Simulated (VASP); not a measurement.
# C: single point with optB88-vdW

C:

```xyz
4
Lattice="2.4610 0.0000 0.0000 -1.2305 2.1313 0.0000 0.0000 0.0000 6.7080" Properties=species:S:1:pos:R:3 pbc="T T T"
C     0.0000    0.0000    1.6770
C     0.0000    1.4209    1.6770
C     0.0000    0.0000    5.0310
C     0.0000    1.4209    5.0310
```

The cell was built by a generator and needn't be a form met in nature.

* Program: VASP 6.6.1
* Task: single point
* Functional: optB88-vdW
* Potentials or basis: VASP PAW PBE potentials, release 64 (C)
* Cutoff: 520 eV
* k mesh: 16 × 16 × 4
* Occupations: fermi-dirac, width 0.05 eV
* Spin: no spin polarisation
* Further INCAR settings: ALGO = Normal; EDIFF = 1e-06

| Item | Value |
| --- | --- |
| Pressure | 2.3 GPa |
| Band gap on the k mesh | 0.16 eV |

Stress tensor (GPa, compression positive):
```
2.11 0.00 0.00
0.00 2.11 0.00
0.00 0.00 2.60
```

Levels at points of the mesh, in eV from the valence-band top:
```csv
k point,band 5,band 6,band 7,band 8,band 9,band 10,band 11,band 12
"(0.00, 0.00, 0.00)",-3.10,-3.10,-3.07,-3.07,4.07,8.39,8.41,8.50
"(0.50, 0.00, 0.00)",-6.45,-6.40,-3.04,-1.55,0.85,2.68,7.38,7.79
"(0.00, 0.00, 0.50)",-3.08,-3.08,-3.08,-3.08,6.75,6.75,8.45,8.45
"(0.50, 0.00, 0.50)",-6.43,-6.43,-2.35,-2.35,1.66,1.66,7.58,7.58
```

It took 34 s on 1 thread of Intel(R) Xeon(R) Platinum 8559C (Emerald Rapids), on a shared host, peak memory 0.29 GiB.

Caveat: the PAW data sets were made with another functional, which shifts forces and pressure a little. A k mesh can miss the band edges.
